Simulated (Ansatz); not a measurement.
# Convergence of a linear-scaling basis for generalised stacking fault on (110) of a LiCl-LiBr solid solution (56 atoms), part 4 of 4

Aim: test how closely localised support functions follow the reference on generalised stacking fault on (110) of a LiCl-LiBr solid solution (56 atoms), and at what cost. A setting counts as converged where the r.m.s. difference of forces stays under 1 % of the r.m.s. force.

Ansatz 0.2.0; Kohn-Sham DFT, PBE, PAW (set soft_2), plane waves.

The cell: 28 Li, 10 Br and 18 Cl. The cell is under 6 Å thick along one periodic direction. The host structure and its lattice constant were typed by rule, without a check against the phase diagram.

So far. Step 11 (Support functions medium, spacing 0.183 Å (grid laid …): Forces differ from the reference by 0.11 meV/Å r.m.s., 0.022 % of their size, well within a tolerance of 1 %; the energy by -0.29 meV/atom. It took 3.1 min and 15 cycles; the reference's time can't be set against it, since the two runs asked for unlike analyses. Step 12 (A changed input): The change made on purpose: support_functions.accuracy = "low", scf.mixing.beta = 1.0, scf.mixing.ndim = 1 and scf.mixing.preconditioner = "none".

### Step 14. The reference in detail (continued)

Electrostatic potential energy in the ca plane at fractional y = 0.000, with atoms of Li and Br and Cl within 0.2 Å of it. With pseudopotentials it is smooth inside the atoms' cores, unlike the true potential.

Ten even steps from '0' (-50 eV) to '9' (8 eV), each cell a mean:
```
99999633699999986679999999888999889999999854
99999633689999974258999998645899999987789999
99999866799999984358999998524799999964479999
87789998999999997679999998645899999863369999
42269999998657999999998999888999999975579999
20038999985113899999853589999998789998899999
30038999983001699999610159999984236999999866
64369999995102799999510049999961004899998411
98899999998657999999731269999972003899998300
99999877899999999999987799999986336999998410
99999644699999986679999999888999889999999854
99999633689999974358999998646899999987789999
99999866799999984358999998524799999964479999
87789988999899997679999998645899999863369999
42259999997446899999988999878999999975579999
20038999982001799999843589999998789998899999
30038999971000599999510169999984236999999866
64369999983000699999500059999972003899998411
98899999997435899999731369999972003899997200
99999877899989999999987799999996336999998400
```
Columns run along c (16.0 Å, from fractional 0.19 to 0.80 of the cell; values clipped at the 3rd and 97th percentile), rows up along a (7.4 Å). Atoms in or near the plane, at fractional coordinates: Cl at (0.21, 0.70), Li at (0.28, 0.93), Cl at (0.35, 0.66), Li at (0.43, 0.89), Cl at (0.50, 0.63), Li at (0.57, 0.86), Cl at (0.64, 0.59), Li at (0.71, 0.82), Cl at (0.78, 0.56), Cl at (0.21, 0.20), Li at (0.28, 0.43), Br at (0.35, 0.16), Li at (0.42, 0.39), Cl at (0.50, 0.13) and more.

Mean Löwdin charges: Br -0.55, Cl -0.63, Li +0.66 e (they miss 0.62 % of the electrons, so they add up to more than the cell's charge).

### Step 15. Distances and neighbours

These statistics describe the geometry on which the runs were made.

Density 2.63 g/cm³, 18.40 Å³ an atom.

g(r), total and by pair (bins of 0.2 Å):

| r (Å) | total | Li-Li | Li-Cl | Li-Br | Cl-Cl | Cl-Br | Br-Br |
| --- | --- | --- | --- | --- | --- | --- | --- |
| 2.00 | 0.24 | 0.00 | 0.19 | 1.02 | 0.00 | 0.00 | 0.00 |
| 2.20 | 0.00 | 0.00 | 0.00 | 0.00 | 0.00 | 0.00 | 0.00 |
| 2.40 | 0.00 | 0.00 | 0.00 | 0.00 | 0.00 | 0.00 | 0.00 |
| 2.60 | 6.05 | 0.00 | 12.45 | 11.45 | 0.00 | 0.00 | 0.00 |
| 2.80 | 0.00 | 0.00 | 0.00 | 0.00 | 0.00 | 0.00 | 0.00 |
| 3.00 | 0.00 | 0.00 | 0.00 | 0.00 | 0.00 | 0.00 | 0.00 |
| 3.20 | 0.00 | 0.00 | 0.00 | 0.00 | 0.00 | 0.00 | 0.00 |
| 3.40 | 0.19 | 0.38 | 0.00 | 0.00 | 0.00 | 0.40 | 1.49 |
| 3.60 | 0.35 | 0.46 | 0.00 | 0.00 | 0.75 | 1.18 | 0.60 |
| 3.80 | 5.55 | 11.30 | 0.00 | 0.00 | 12.05 | 10.00 | 10.05 |
| 4.00 | 0.00 | 0.00 | 0.00 | 0.00 | 0.00 | 0.00 | 0.00 |
| 4.20 | 0.12 | 0.00 | 0.09 | 0.48 | 0.00 | 0.00 | 0.00 |
| 4.40 | 0.22 | 0.44 | 0.00 | 0.00 | 0.14 | 0.72 | 0.44 |
| 4.60 | 2.61 | 0.00 | 5.30 | 5.05 | 0.00 | 0.00 | 0.00 |
| 4.80 | 0.00 | 0.00 | 0.00 | 0.00 | 0.00 | 0.00 | 0.00 |
| 5.00 | 0.42 | 0.33 | 0.38 | 0.74 | 0.00 | 0.36 | 1.31 |
| 5.20 | 1.49 | 2.82 | 0.12 | 0.17 | 3.27 | 2.29 | 3.54 |
| 5.40 | 0.01 | 0.04 | 0.00 | 0.00 | 0.00 | 0.00 | 0.00 |
| 5.60 | 0.07 | 0.00 | 0.05 | 0.27 | 0.00 | 0.00 | 0.00 |
| 5.80 | 3.76 | 0.00 | 7.97 | 6.78 | 0.00 | 0.00 | 0.00 |
| 6.00 | 0.81 | 0.00 | 1.53 | 1.75 | 0.00 | 0.00 | 0.00 |
| 6.20 | 0.00 | 0.00 | 0.00 | 0.00 | 0.00 | 0.00 | 0.00 |
| 6.40 | 3.88 | 7.76 | 0.00 | 0.00 | 8.05 | 7.79 | 6.70 |
| 6.60 | 0.00 | 0.00 | 0.00 | 0.00 | 0.00 | 0.00 | 0.00 |
| 6.80 | 0.47 | 0.54 | 0.28 | 0.63 | 0.16 | 0.88 | 0.53 |
| 7.00 | 0.02 | 0.00 | 0.03 | 0.06 | 0.00 | 0.00 | 0.00 |
| 7.20 | 0.01 | 0.00 | 0.02 | 0.03 | 0.00 | 0.00 | 0.00 |
| 7.40 | 1.74 | 3.18 | 0.23 | 0.41 | 3.30 | 3.04 | 3.27 |

Bonds by pair of elements; cutoffs follow the first minimum of g(r), held within bounds set by covalent radii, and pairs that aren't listed don't count as bonded:

| pair A-B | cutoff (Å) | bonds | mean length (Å) | spread (Å) | shortest (Å) | B about A | A about B |
| --- | --- | --- | --- | --- | --- | --- | --- |
| Li-Cl | 3.06 | 107 | 2.63 | 0.055 | 2.08 | 3.82 | 5.94 |
| Li-Br | 3.02 | 57 | 2.60 | 0.129 | 2.05 | 2.04 | 5.7 |

How many atoms have how many bonded neighbours:

| element | mean | 5 | 6 |
| --- | --- | --- | --- |
| Br | 5.7 | 3 | 7 |
| Cl | 5.94 | 1 | 17 |
| Li | 5.86 | 4 | 24 |

With the cutoffs above, 70 % of Br atoms have 6, 94 % of Cl atoms have 6 and 86 % of Li atoms have 6 bonded neighbours.

Local excerpt of 15 atoms (numbers count through the whole input) about Li29, which has 5 bonded neighbours where the commonest count for Li is 6; x, y, z are measured from there.

| atom | x | y | z | distance (Å) | bonds | Löwdin charge (e) | Fx | Fy | Fz (eV/Å) |
| --- | --- | --- | --- | --- | --- | --- | --- | --- | --- |
| Li29 | 0.00 | 0.00 | 0.00 | 0.00 | 5 | 0.64 | -0.11 | 0.00 | 2.43 |
| Br56 | -0.03 | -0.01 | -2.05 | 2.05 | 5 | -0.56 | 0.00 | -0.03 | -2.68 |
| Br44 | 1.83 | -0.03 | 1.88 | 2.62 | 6 | -0.54 | 0.04 | 0.04 | -0.15 |
| Cl30 | -1.86 | -0.03 | 1.85 | 2.63 | 6 | -0.63 | -0.05 | 0.04 | -0.04 |
| Br16 | -0.01 | 2.63 | 0.00 | 2.63 | 5 | -0.57 | -0.06 | -0.03 | 2.67 |
| Br16 | -0.01 | -2.64 | 0.00 | 2.64 | 5 | -0.57 | -0.06 | -0.03 | 2.67 |
| Li15 | -0.01 | 2.63 | -2.05 | 3.33 | 5 | 0.66 | 0.00 | -0.01 | -2.59 |
| Li15 | -0.01 | -2.64 | -2.05 | 3.34 | 5 | 0.66 | 0.00 | -0.01 | -2.59 |
| Li17 | 1.83 | 2.61 | 1.85 | 3.69 | 6 | 0.64 | 0.01 | 0.00 | 0.19 |
| Li3 | -1.88 | 2.60 | 1.86 | 3.71 | 6 | 0.66 | 0.00 | 0.01 | 0.18 |
| Li43 | 3.71 | -0.01 | 0.01 | 3.71 | 5 | 0.67 | 0.13 | -0.01 | 1.07 |
| Li17 | 1.83 | -2.65 | 1.85 | 3.72 | 6 | 0.64 | 0.01 | 0.00 | 0.19 |
| Li31 | -0.02 | -0.02 | 3.72 | 3.72 | 6 | 0.66 | -0.27 | 0.00 | 0.02 |
| Li43 | -3.74 | -0.01 | 0.01 | 3.74 | 5 | 0.67 | 0.13 | -0.01 | 1.07 |
| Li3 | -1.88 | -2.67 | 1.86 | 3.76 | 6 | 0.66 | 0.00 | 0.01 | 0.18 |

The column of bonds counts only the pairs Li-Cl within 3.06 Å, Li-Br within 3.02 Å; other neighbours, such as metal atoms beside each other in a compound, aren't counted, and periodic images can show an atom twice.

### Step 16. Outcome

| Item | Value |
| --- | --- |
| free energy per atom | -947.9986 eV/atom |
| density | 2.63 g/cm³ |
| pressure | 1.414 GPa |
| r.m.s. force component | 0.5037 eV/Å |
| gap (highest filled to lowest empty level) | 5.327 eV |
| wall time of the 11 DFT runs | 28 min |

**Reading.** Against plane waves at 420 eV, the forces differ by 0.13 meV/Å (0.027 %) with support functions medium, and by 0.042 meV/Å in the closest run (support functions high). At 56 atoms the fastest of the runs at a preset level, support functions low, takes roughly 1.3 times the time of plane waves (whose run also made extra analyses, so the like-for-like ratio is larger), in 15 SCF cycles against 7. Differences between support functions and plane waves include what basis error the plane-wave run still has. As the typed spacing goes from 0.183 to 0.263 Å, the force difference goes from 0.11 to 0.66 meV/Å, and the time from 3.1 min to 2.1 min.

Filled and empty levels are parted by 5.33 eV on the run's k-points; the mesh holds the band edges only if they fold onto it, so the gap at this level can be narrower or closed, while semilocal functionals tend to narrow gaps against experiment. With the cutoffs above, 70 % of Br atoms have 6, 94 % of Cl atoms have 6 and 86 % of Li atoms have 6 bonded neighbours.

What to keep in mind: The geometry was built by rule, was displaced at random and isn't relaxed at this level: its force components are 0.50 eV/Å r.m.s.

[Logs are printed without paths, hosts, clocks, repeated set-up lines and the standing remarks that a program may print on its own settings, such as how far it seeks lower states.]

[Hosts, paths, dates, database ids (printed as entryN), source tags and the programs' standing remarks are cut or masked in the printed files.]
